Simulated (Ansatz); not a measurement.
Worked example: vertical ionisation energy of C5H12 (SMILES CCC(C)C)

C5H12: 17 atoms, total charge 0, spin state singlet. As SMILES, `CCC(C)C`. The coordinates come from a PBE0-D4/def2-TZVP relaxation. This is one conformer, not always the lowest.

Both states at this one shape; open shells run unrestricted unless said. 1 Eh = 27.2114 eV.

| level | program | singlet C5H12 (Eh) | doublet [C5H12]+ (Eh) | HOMO of the first (eV) |
| --- | --- | --- | --- | --- |
| revPBE/6-31G* (spherical functions) | Ansatz | -197.689769 | -197.315269 | -7.19 |
| B3LYP/6-31G* (spherical functions) | Ansatz | -197.767096 | -197.375150 | -8.41 |
| CAM-B3LYP/6-31G* (spherical functions) | Ansatz | -197.633587 | -197.232520 | -10.04 |

Problem. Work out the vertical ionisation energy at each level.

Solution. 
1. revPBE/6-31G* (spherical functions): -197.315269 − (-197.689769) = 0.374500 Eh = 10.19 eV; −ε(HOMO) = 7.19 eV.
2. B3LYP/6-31G* (spherical functions): -197.375150 − (-197.767096) = 0.391946 Eh = 10.67 eV; −ε(HOMO) = 8.41 eV.
3. CAM-B3LYP/6-31G* (spherical functions): -197.232520 − (-197.633587) = 0.401067 Eh = 10.91 eV; −ε(HOMO) = 10.04 eV.

No measured value is set beside it here; the levels span 10.19 to 10.91 eV. In semi-local functionals −ε(HOMO) lies far under the ionisation energy, a result of self-interaction.
